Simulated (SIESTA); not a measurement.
V under changes of volume

One of the cells (13.872 Å³/atom); the others are scaled copies at fixed shape and fractional positions:

```
V
1.0
     2.60429    0.00000    0.00000
    -1.30215    2.25538    0.00000
     0.00000    0.00000    4.72334
V
2
Direct
  0.33333 0.66667 0.25000
  0.66667 0.33333 0.75000
```

This isn't the form of V at room conditions, which is bcc.

- Program: SIESTA 5.4.2
- Functional: LDA
- Potentials or basis: PseudoDojo 0.4 standard (LDA files)
- Basis: DZP (energy shift 0.003 Ry; two zetas on semicore shells)
- Grid cutoff: 800 Ry
- Energy shift: 0.003 Ry
- k mesh: 9 × 9 × 4
- Occupations: fermi-dirac, width 0.05 eV
- Spin: collinear spin, ferromagnetic start
- Starting moments: [2.0, 2.0] μB

```csv
volume (Å³/atom),energy over the lowest point (meV/atom),pressure (GPa)
13.039,0.00,-0.6
13.317,4.52,-4.6
13.594,?,?
13.872,33.09,-11.6
14.149,55.77,-14.5
14.427,83.33,-17.2
14.704,115.40,-19.7
```

Problem. What does the run at 13.594 Å³/atom give?

Solution. Energy over the lowest point 15.80 meV/atom; pressure -8.2 GPa.

Worked out: A Birch-Murnaghan fit of order 3 (a polynomial in V^(-2/3)) to the other rows has its minimum at 13.00 Å³/atom, just outside them, with B0 = V·E''(V) = 203 GPa and B' = 3.9 at fixed shape and positions, which overstates the stiffness. It gives 15.77 meV/atom at 13.594 Å³/atom, against the run's 15.80, and -dE/dV = -8.3 GPa, against -8.2.

Energies are extrapolated to zero smearing.

Caveats: the basis of atomic orbitals isn't converged, which shifts pressures, moduli and gaps.
